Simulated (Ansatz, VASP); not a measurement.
## Ge in VASP and in Ansatz

Contents of INCAR:

```
  ALGO = Normal
  EDIFF = 1E-6
  ENCUT = 520
  ISIF = 2
  ISMEAR = 0
  LASPH = True
  LCHARG = False
  LREAL = False
  LWAVE = False
  NBANDS = 36
  NELM = 100
  PREC = Accurate
  SIGMA = 0.1
```

File KPOINTS:

```
k-points
0
Gamma
  12 12 4
```

The input POSCAR:

```
Ge
1.0
    4.0661201067      0.0000000000      0.0000000000
   -2.0330600534      3.5213633072      0.0000000000
    0.0000000000      0.0000000000     11.0360132329
Ge
4
Direct
    0.0000000000      0.0000000000      0.9774520000
    0.0000000000      0.0000000000      0.4774520000
    0.3333333300      0.6666666700      0.9148480000
    0.6666666700      0.3333333300      0.4148480000
```

Input for Ansatz:

```yaml
crystal:
  lattice:
    - [4.0661201067, 0.0, 0.0]
    - [-2.0330600534, 3.5213633072, 0.0]
    - [0.0, 0.0, 11.0360132329]
  atoms:
    - { symbol: Ge, position: [0.0, 0.0, 0.977452] }
    - { symbol: Ge, position: [0.0, 0.0, 0.477452] }
    - { symbol: Ge, position: [0.33333333, 0.66666667, 0.914848] }
    - { symbol: Ge, position: [0.66666667, 0.33333333, 0.414848] }
basis:
  ecutwfc: 420
kpoints:
  mp_grid: { grid: [12, 12, 4] }
hamiltonian:
  xc: lda
scf:
  occupations: { method: gaussian, width: 0.1 }
output:
  forces: true
  stress: true
  eigenvalues: true
```

Alike in both runs: task single point; functional LDA; k mesh 12 × 12 × 4; occupations gaussian, width 0.1 eV; no spin polarisation.

|  | VASP | Ansatz |
| --- | --- | --- |
| version | VASP 6.6.1 | Ansatz 0.2.0 |
| potentials or method | VASP PAW LDA potentials, release 64 (Ge_d) | scalar-relativistic, plane waves, PAW |
| plane-wave cutoff (eV) | 520 | 420 |
| valence electrons in the cell | 56 | 56 |

```tsv
	VASP	Ansatz	Ansatz less VASP
gap on the k mesh at the Fermi level (eV)	none	none	-
pressure (GPa)	-2.8	-2.8	+0.02
largest component of the traceless stress (GPa)	1.70	1.73	+0.038
rms of the force components (eV/Å)	0.170	0.175	+0.0047
```

Atom by atom the forces differ by 0.005 eV/Å (rms over components). A gap of «none» marks a metal or a gap that the smearing closes.
